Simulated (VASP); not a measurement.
# A VASP 6.6.1 single-point calculation on BaHfO3

INCAR

```
ISMEAR = -1
PREC = Accurate
LREAL = .FALSE.
GGA = PE
NSW = 0
ISIF = 2
EDIFF = 1E-7
LASPH = .TRUE.
IBRION = -1
LWAVE = .FALSE.
ENCUT = 520
NELM = 120
SIGMA = 0.02
NBANDS = 43
LCHARG = .FALSE.
```

KPOINTS

```
KPOINTS created by Atomic Simulation Environment
0
Gamma
2 2 2
0 0 0
```

POSCAR

```
Ba Hf O
 1.0000000000000000
     4.3441411216999999    0.0000000000000000    0.0000000000000000
     0.0000000000000000    4.3441411216999999    0.0000000000000000
     0.0000000000000000    0.0000000000000000    4.3441411216999999
 Ba  Hf  O
   1   1   3
Cartesian
  0.0000000000000000  0.0000000000000000  0.0000000000000000
  2.1720705608499999  2.1720705608499999  2.1720705608499999
  2.1720705608499999  2.1720705608499999  0.0000000000000000
  2.1720705608499999  0.0000000000000000  2.1720705608499999
  0.0000000000000000  2.1720705608499999  2.1720705608499999
```

The recommended PBE PAW datasets give the neutral cell 38 valence electrons.

Command

```
mpirun -np 1 vasp_std
```

OSZICAR

```
N       E                     dE             d eps       ncg     rms          rms(c)
DAV:   1     0.190114641090E+03    0.19011E+03   -0.18725E+04   344   0.837E+02
DAV:   2    -0.389598546638E+02   -0.22907E+03   -0.21539E+03   410   0.233E+02
DAV:   3    -0.503058759991E+02   -0.11346E+02   -0.11245E+02   469   0.422E+01
DAV:   4    -0.503979376416E+02   -0.92062E-01   -0.91970E-01   413   0.352E+00
DAV:   5    -0.503992982342E+02   -0.13606E-02   -0.13602E-02   392   0.358E-01    0.472E+01
DAV:   6    -0.430310609249E+02    0.73682E+01   -0.16945E+01   364   0.197E+01    0.441E+01
DAV:   7    -0.427311288990E+02    0.29993E+00   -0.12530E+00   383   0.480E+00    0.344E+01
DAV:   8    -0.427651467382E+02   -0.34018E-01   -0.74049E-01   353   0.490E+00    0.197E+01
DAV:   9    -0.426514238882E+02    0.11372E+00   -0.17322E-01   353   0.235E+00    0.426E+00
DAV:  10    -0.426531100877E+02   -0.16862E-02   -0.10592E-02   388   0.395E-01    0.394E-01
DAV:  11    -0.426531585909E+02   -0.48503E-04   -0.44556E-04   386   0.106E-01    0.345E-01
DAV:  12    -0.426531966713E+02   -0.38080E-04   -0.55154E-05   399   0.333E-02    0.260E-02
DAV:  13    -0.426532008974E+02   -0.42261E-05   -0.55208E-06   404   0.105E-02    0.154E-02
DAV:  14    -0.426532010155E+02   -0.11815E-06   -0.10264E-06   399   0.457E-03    0.204E-02
DAV:  15    -0.426532008667E+02    0.14882E-06   -0.30302E-08   334   0.922E-04    0.194E-03
DAV:  16    -0.426532008669E+02   -0.18690E-09   -0.11376E-08   230   0.477E-04
   1 F= -.42653201E+02 E0= -.42653201E+02  d E =-.183932E-10
```

From OUTCAR

```
k-points           NKPTS =      4   k-points in BZ     NKDIM =      4   number of bands    NBANDS=     43

   NELECT =      38.0000    total number of electrons

   dimension x,y,z NGX =    32 NGY =   32 NGZ =   32
   dimension x,y,z NGXF=    64 NGYF=   64 NGZF=   64

  energy-cutoff  :      520.00
  volume of cell :       81.98
      direct lattice vectors                 reciprocal lattice vectors
     4.344141122  0.000000000  0.000000000     0.230195100  0.000000000  0.000000000
     0.000000000  4.344141122  0.000000000     0.000000000  0.230195100  0.000000000
     0.000000000  0.000000000  4.344141122     0.000000000  0.000000000  0.230195100

 k-points in reciprocal lattice and weights: KPOINTS created by Atomic Simulation Env
   0.00000000  0.00000000  0.00000000       0.125
   0.50000000  0.00000000  0.00000000       0.375
   0.50000000  0.50000000  0.00000000       0.375
   0.50000000  0.50000000  0.50000000       0.125

 E-fermi :   2.3593

 k-point     1 :       0.0000    0.0000    0.0000
  band No.  band energies     occupation
      1     -27.8855      2.00000
      2     -27.8855      2.00000
      3     -27.8855      2.00000
      4     -23.8263      2.00000
      5     -14.5070      2.00000
      6     -13.9888      2.00000
      7     -13.9888      2.00000
      8      -8.9410      2.00000
      9      -8.9410      2.00000
     10      -8.9410      2.00000
     11       0.0618      2.00000
     12       0.0618      2.00000
     13       0.0618      2.00000
     14       1.0531      2.00000
     15       1.0531      2.00000
     16       1.0531      2.00000
     17       1.5659      2.00000
     18       1.5659      2.00000
     19       1.5659      2.00000
     20       5.0173      0.00000
     21       5.0173      0.00000
     22       5.0173      0.00000
     23       6.3409      0.00000
     24       6.3409      0.00000
     25       6.5806      0.00000
     26       8.8783      0.00000
     27       8.8783      0.00000
     28       9.7892      0.00000
     29       9.7892      0.00000
     30       9.7892      0.00000
     31      13.2819      0.00000
     32      15.3865      0.00000
     33      15.8398      0.00000
     34      15.8398      0.00000
     35      15.8398      0.00000
     36      18.9569      0.00000
     37      19.7934      0.00000
     38      19.7934      0.00000
     39      19.7934      0.00000
     40      21.0526      0.00000
     41      21.0526      0.00000
     42      24.2063      0.00000
     43      24.2067      0.00000

 ...

  Total       -5.8782826     -5.8782826     -5.8782826      0.0000000     -0.0000000     -0.0000000
  in kB     -114.8812813   -114.8812813   -114.8812813      0.0000000     -0.0000000     -0.0000000
  external PRESSURE =    -114.8812813 kB  Pullay stress =       0.0000000 kB

 POSITION                                       TOTAL-FORCE (eV/Angst)
 -----------------------------------------------------------------------------------
      0.00000      0.00000      0.00000         0.000000      0.000000      0.000000
      2.17207      2.17207      2.17207         0.000000      0.000000      0.000000
      2.17207      2.17207      0.00000         0.000000      0.000000      0.000000
      2.17207      0.00000      2.17207         0.000000      0.000000      0.000000
      0.00000      2.17207      2.17207         0.000000      0.000000      0.000000
 -----------------------------------------------------------------------------------
    total drift:                                0.000000     -0.000000     -0.000000

  FREE ENERGIE OF THE ION-ELECTRON SYSTEM (eV)
  ---------------------------------------------------
  free  energy   TOTEN  =       -42.6532008669 eV

  energy  without entropy=      -42.6532008669  energy(sigma->0) =      -42.65320087
```

It converged. Results: gap between bands v and c on the k mesh 3.13 eV; least direct gap on the k mesh 3.45 eV; pressure -11.5 GPa. Band v is the last that the valence electrons fill when counted band by band, and c is the next.

These settings aren't sound, so the numbers aren't properties of the crystal.

On sound settings PBE gives a gap of 3.32 eV on its mesh and a pressure of -12.7 GPa for the intended cell.

The run took about 11 s on one core of a shared host (Intel Xeon Platinum 8488C) and held 0.18 GiB at most.
